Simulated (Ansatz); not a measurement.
# CdTe: the cost of one run

Method: DFT PBEsol, scalar-relativistic, plane waves, PAW, in Ansatz 0.2.0.

The COD entry's cell or inner coordinates are ideal or old and differ from later refinements, so a difference from it is no clean test against experiment.

1 further run of the same task is left out (set aside as unsound or not needed).

## 1. Starting point

It takes space group F-43m (No. 216, cubic). Conventional cell: a = 6.489 Å, b = 6.489 Å, c = 6.489 Å, α = 90.00°, β = 90.00°, γ = 90.00°. Around Cd (site symmetry -43m) lie 4 Te at 2.81 Å. Around Te (site symmetry -43m) lie 4 Cd at 2.81 Å.

As a file:

```
CELL_PARAMETERS angstrom
0.00000 3.24467 3.24467
3.24467 0.00000 3.24467
3.24467 3.24467 0.00000
ATOMIC_POSITIONS crystal
Cd 0.00000 0.00000 0.00000
Te 0.25000 0.25000 0.25000
```

It is the result of an earlier relaxation at this level (volume 34.16 Å³/atom; gap on the mesh: 0.65 eV).

Bulk energy on matching settings, from an earlier run: -7543.1716 eV/atom.

## 2. The (110) slab

Miller indices refer to the conventional cell of the relaxed bulk, F-43m (No. 216): a = 6.489 Å, b = 6.489 Å, c = 6.489 Å, α = 90.00°, β = 90.00°, γ = 90.00°.

The slab is a (110) slab, 11.5 Å thick as cut, with 15 Å of vacuum; its outer planes are CdTe (top) and CdTe (bottom).

The slab as cut. Its planes from the bottom up:

| plane | atoms per cell | height over the lowest (Å) |
| --- | --- | --- |
| 1 | CdTe | 0.00 |
| 2 | CdTe | 2.29 |
| 3 | CdTe | 4.59 |
| 4 | CdTe | 6.88 |
| 5 | CdTe | 9.18 |
| 6 | CdTe | 11.47 |

## 3. The slab as cut, atoms at the bulk's places

The cell repeats along c, and a dipole correction in the vacuum removes the field between the copies.

File input.yaml:

```yaml
crystal:
  lattice:
    - [4.5886583505, 0.0, 0.0]
    - [0.0, 6.4893428723, 0.0]
    - [0.0, 0.0, 26.4716458762]
  atoms:
    - { symbol: Cd, position: [0.5, 0.5, 0.2833220131] }
    - { symbol: Te, position: [0.0, 0.75, 0.2833220131] }
    - { symbol: Cd, position: [0.0, 0.0, 0.3699932079] }
    - { symbol: Te, position: [0.5, 0.25, 0.3699932079] }
    - { symbol: Cd, position: [0.5, 0.5, 0.4566644026] }
    - { symbol: Te, position: [0.0, 0.75, 0.4566644026] }
    - { symbol: Cd, position: [0.0, 0.0, 0.5433355974] }
    - { symbol: Te, position: [0.5, 0.25, 0.5433355974] }
    - { symbol: Cd, position: [0.5, 0.5, 0.6300067921] }
    - { symbol: Te, position: [0.0, 0.75, 0.6300067921] }
    - { symbol: Cd, position: [0.0, 0.0, 0.7166779869] }
    - { symbol: Te, position: [0.5, 0.25, 0.7166779869] }
basis:
  ecutwfc: 420
kpoints:
  mp_grid: { grid: [6, 4, 1] }
hamiltonian:
  xc: pbesol
scf:
  occupations: { method: gaussian, width: 0.05 }
output:
  forces: true
  stress: true
  eigenvalues: true
  write_density: true
  write_potential: true
  elf: true
  volumetric_format: npy
efield:
  axis: 3
  dipole_correction: true
```

Started as:

```
> ansatz run input.yaml --threads 2 --pin off --max-ram 5120MiB --backend cpu --events-out ev --progress --plain --runs-dir out
```

Q: Estimate wall time and peak memory on 2 threads of Intel Xeon Platinum 8488C (Sapphire Rapids), shared host.

About 56 s, with a peak of 1.9 GiB.
